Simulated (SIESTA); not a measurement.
Crystal: C.

```
CELL_PARAMETERS angstrom
2.52210 0.00000 0.00000
-1.26105 2.18420 0.00000
0.00000 0.00000 8.23710
ATOMIC_POSITIONS crystal
C 0.66667 0.33333 0.84375
C 0.33333 0.66667 0.34375
C 0.66667 0.33333 0.65625
C 0.33333 0.66667 0.15625
C 0.00000 0.00000 0.90625
C 0.00000 0.00000 0.40625
C 0.00000 0.00000 0.59375
C 0.00000 0.00000 0.09375
```

This is a hexagonal form of diamond, not graphite.

Base run:

| Property | Result |
| --- | --- |
| Program | SIESTA 5.4.2 |
| Functional | PBE |
| Potentials or basis | PseudoDojo 0.4 standard (PBE files) |
| Basis | DZP (energy shift 0.003 Ry) |
| Grid cutoff | 500 Ry |
| Energy shift | 0.003 Ry |
| k mesh | 12 × 12 × 4 |
| Occupations | fermi-dirac, width 0.05 eV |
| Spin | no spin polarisation |

Its results: band gap on the k mesh 4.56 eV, indirect (least direct gap 5.28 eV); pressure 10.8 GPa; largest force 0.331 eV/Å.

Problem. The run is repeated on the same cell with these changes: basis from DZP (energy shift 0.003 Ry) to TZP (energy shift 0.003 Ry). What comes out?

Solution. Band gap on the k mesh 4.54 eV, indirect (least direct gap 5.24 eV); pressure 6.5 GPa; largest force 0.330 eV/Å.

Caveats: the basis of atomic orbitals isn't converged, which shifts pressures, moduli and gaps.

Not every run made on this cell is shown here.
